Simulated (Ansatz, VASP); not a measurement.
## Rh: VASP beside Ansatz

File INCAR:

```
SYSTEM = Rh
ALGO = Fast ; EDIFF = 1E-6
ENCUT = 520 ; GGA = PS
ISIF = 2 ; ISMEAR = 0
LASPH = .True. ; LCHARG = .False.
LREAL = .False. ; LWAVE = .False.
NBANDS = 14 ; NELM = 100
PREC = Accurate ; SIGMA = 0.1
```

Contents of KPOINTS:

```
k-points
0
Gamma
  18 18 18
  0 0 0
```

The input POSCAR:

```
Rh
1.0
    0.0000000000      1.9270580874      1.9270580874
    1.9270580874      0.0000000000      1.9270580874
    1.9270580874      1.9270580874      0.0000000000
Rh
1
Direct
    0.0000000000      0.0000000000      0.0000000000
```

Input for Ansatz:

```yaml
crystal:
  lattice:
    - [0.0, 1.9270580874, 1.9270580874]
    - [1.9270580874, 0.0, 1.9270580874]
    - [1.9270580874, 1.9270580874, 0.0]
  atoms:
    - { symbol: Rh, position: [0.0, 0.0, 0.0] }
basis:
  ecutwfc: 420
kpoints:
  mp_grid: { grid: [18, 18, 18] }
hamiltonian:
  xc: pbesol
scf:
  occupations: { method: gaussian, width: 0.1 }
output:
  forces: true
  stress: true
  eigenvalues: true
  write_density: true
  write_potential: true
  elf: true
  volumetric_format: npy
```

Alike in both runs: task single point; functional PBEsol; k mesh 18 × 18 × 18; occupations gaussian, width 0.1 eV; no spin polarisation.

```csv
,VASP,Ansatz
version,VASP 6.6.1,Ansatz 0.2.0
potentials or method,"VASP PAW PBE potentials, release 64 (Rh_pv)","scalar-relativistic, plane waves, PAW"
plane-wave cutoff (eV),520,420
valence electrons in the cell,15,17
```

Ansatz gave:

```
gap on the k mesh at the Fermi level (eV) : none
pressure (GPa)                            : -14.8
```

What did VASP give for the same quantities?

gap on the k mesh at the Fermi level (eV): none; pressure (GPa): -14.9.

A gap of «none» marks a metal or a gap that the smearing closes. With one functional, cell and mesh, what is left measures potentials, basis and numerics. The two sets of potentials don't hold the same shells in valence.

Caveats: the PAW data sets were made with another functional, which shifts forces and pressure a little (VASP).
